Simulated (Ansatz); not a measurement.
Abridged Ansatz (an electronic-structure program) output:

```
Pseudopotential: Ba, paw, valence charge 10
Pseudopotential: Sn, paw, valence charge 14
Pseudopotential: O, paw, valence charge 6
Crystal: 5 atoms, lattice volume = 70.029 Å³
Basis set: ecut = 420 eV, 1357 PW (Γ), exchange–correlation on 60×60×60 points (8 copies of the dense FFT grid, shifted against one another)
Bands: 26, of which v1, the nominal top of the filled ones, is band 21 counted from 1 (20 counted from 0)
Symmetry: 48 space group operations
k-points: 35 of 512
Functional: x = pbesol(κ = 0.804, μ = 0.12345679012345678), c = pbesol(β = 0.046)
SCF iter   1: F=—  HF=-13498.767563 eV  |F-HF|=—  |Δ(HF+E_count)|=         —  Δρ=1.57e-2  dr2=1.43e-1  ethr=1.77e-3  ⟨swp⟩=9.1  Hψ=5381  notcnv=0
SCF iter   2: F=—  HF=-13498.727367 eV  |F-HF|=—  |Δ(HF+E_count)|=   4.02e-2  Δρ=2.87e-3  dr2=2.38e-3  ethr=3.40e-4  ⟨swp⟩=2.7  Hψ=1784  notcnv=0  defer=32
SCF 1 converged in 8 iterations: F = -13498.726776 eV  dr2 = 6.21e-12
SCF converged after 8 iterations
Free energy (F): -13498.726776 eV
Internal energy: -13498.726772 eV  (E = F + TS)
E sigma→0 (E₀):  -13498.726774 eV
Entropy (-TS):   -0.000004 eV (-0.001 meV/atom)
Fermi energy:    10.556190 eV
--- Forces (eV/Å), atoms counted from 1 ---
  atom   1  Ba    -0.00000000    -0.00000000    -0.00000000
  atom   2  Sn    -0.00000000    -0.00000000     0.00000000
  atom   3  O      0.00000000    -0.00000000     0.00000000
  atom   4  O      0.00000000     0.00000000     0.00000000
  atom   5  O     -0.00000000    -0.00000000     0.00000000
--- Stress (GPa, compression-positive) ---
        0.000309       0.000000       0.000000
        0.000000       0.000309      -0.000000
        0.000000      -0.000000       0.000309
  P = ⅓ Tr σ = 0.0003 GPa (0.003 kbar)
```

Problem. What was computed, and what are the main results?

Solution. BaSnO3, 5 atoms in the cell, with PBEsol (Ansatz; PAW; 420 eV plane waves; no SOC). The last SCF converged to F = -13498.726776 eV, or -2699.7454 eV per atom, at a pressure of 0.00 GPa. The total energy compares only with runs of the same code, potentials and settings.

No phonon test of stability was made. The cell is BaSnO3 in the cubic perovskite structure (space group Pm-3m, No. 221).
